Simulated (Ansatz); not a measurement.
YN built on the rocksalt prototype (r2SCAN geometry), in Ansatz:

```
CELL_PARAMETERS angstrom
0.00000 2.44805 2.44805
2.44805 0.00000 2.44805
2.44805 2.44805 0.00000
ATOMIC_POSITIONS crystal
Y 0.00000 0.00000 0.00000
N 0.50000 0.50000 0.50000
```

G0W0@PBE with 160 empty bands, a screening cutoff of 180 eV and a 6×6×6 mesh (PAW, contour deformation) gives 0.621 eV over the mesh points, from a PBE gap of 0.184 eV; it sums over 168 bands with 169 plane waves in the screening and a wave cutoff of 420 eV. No extrapolation in bands, cutoff or mesh was made for G0W0. Spin-unpolarised throughout; all numbers are computed.

Task: Estimate the gap with mesh 8×8×8, empty bands 47, screening cutoff 80 eV.

Result: 0.420 eV (-0.201 eV), from a Kohn-Sham gap of 0.196 eV.

Task: Estimate the gap with empty bands 312, screening cutoff 260 eV.

Result: 0.688 eV (+0.067 eV), from a Kohn-Sham gap of 0.184 eV.

Task: Estimate the gap with potentials of the kind norm-conserving.

Result: 0.624 eV (+0.003 eV), from a Kohn-Sham gap of 0.181 eV.
